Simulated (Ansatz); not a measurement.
ZrO2 under changes of volume

One of the cells (10.990 Å³/atom); the others are scaled copies at fixed shape and fractional positions:

```
Zr O
1.0
     0.00000    2.54507    2.54507
     2.54507    0.00000    2.54507
     2.54507    2.54507    0.00000
Zr O
1 2
Direct
  0.00000 0.00000 0.00000
  0.75000 0.75000 0.75000
  0.25000 0.25000 0.25000
```

Measurements of this composition are mostly on another form, of space group No. 14.

```yaml
Program: Ansatz 0.2.0
Functional: PBE
Potentials_or_basis: Ansatz PAW
Cutoff: "420 eV (not typed: the program's choice for these potentials)"
k_mesh: 9 × 9 × 9
Occupations: fermi-dirac, width 0.05 eV
Spin: no spin polarisation
```

```csv
volume (Å³/atom),energy over the lowest point (meV/atom),pressure (GPa),gap on the mesh (eV)
10.331,51.52,21.4,3.58
10.551,?,?,?
10.770,10.35,9.0,3.47
10.990,1.71,3.7,3.41
11.210,0.00,-1.1,3.35
11.430,4.54,-5.4,3.30
11.650,14.64,-9.3,3.24
```

Q: What does the run at 10.551 Å³/atom give?

A: Energy over the lowest point 26.63 meV/atom; pressure 14.9 GPa; gap on the mesh 3.52 eV.

Worked out: A Birch-Murnaghan fit of order 3 (a polynomial in V^(-2/3)) to the other rows has its minimum at 11.16 Å³/atom with B0 = V·E''(V) = 236 GPa and B' = 4.4. It gives 26.61 meV/atom at 10.551 Å³/atom, against the run's 26.63, and -dE/dV = 14.9 GPa, against 14.9. A straight line through the other rows of the gap, of slope -2.83 eV per unit of ln V, gives 3.52 eV, against the run's 3.52.

Energies are extrapolated to zero smearing.

Caveats: odd divisions of the mesh miss points on the zone boundary, where band edges often lie, so the gap on the mesh can be too wide.

A mesh can miss the band edges. Spin-orbit coupling on Zr is left out.
